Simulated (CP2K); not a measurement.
The system is WS2 (Tungstenite).

```
CELL_PARAMETERS angstrom
3.18000 0.00000 0.00000
-1.59000 2.75396 0.00000
0.00000 0.00000 12.50000
ATOMIC_POSITIONS crystal
W 0.66667 0.33333 0.75000
W 0.33333 0.66667 0.25000
S 0.66667 0.33333 0.37500
S 0.33333 0.66667 0.87500
S 0.66667 0.33333 0.12500
S 0.33333 0.66667 0.62500
```

Program: CP2K 2026.2. Alike in all runs: task band structure; no spin polarisation; cell as given; k mesh 10 × 10 × 3.

Task: Order these runs on this cell by their band gap on the k mesh, lowest first.
A. level LDA; potentials or basis GTH_POTENTIALS W GTH-PADE-q14, S GTH-PADE-q6; TZVP-MOLOPT-PBE-GTH basis; smearing fermi-dirac 0.05 eV; EPS_DEFAULT 1.0E-10; NGRIDS 4; points a segment of the path (NPOINTS) 6; bands added on the path 2; CUTOFF of the grids 450 Ry
B. level r2SCAN; potentials or basis POTENTIAL_UZH W GTH-SCAN-q14, S GTH-SCAN-q6; TZVP-MOLOPT-SCAN-GTH basis; smearing fermi-dirac 0.0259 eV; EPS_DEFAULT 1.0E-10; NGRIDS 5; points a segment of the path (NPOINTS) 6; bands added on the path 6; CUTOFF of the grids 675 Ry
C. level PBEsol; potentials or basis POTENTIAL_UZH W GTH-PBE-q14, S GTH-PBE-q6; TZVP-MOLOPT-PBE-GTH basis; smearing fermi-dirac 0.05 eV; EPS_DEFAULT 1.0E-9; NGRIDS 4; points a segment of the path (NPOINTS) 10; bands added on the path 4; CUTOFF of the grids 450 Ry

Result: A (0.88 eV), C (1.07 eV), B (1.27 eV).

Caveats: spin-orbit coupling is left out, which moves the levels of the heavy elements; the basis of atomic orbitals isn't converged, which shifts pressures, moduli and gaps.

A k mesh can miss the band edges.

Runs at the PBE level aren't shown here.
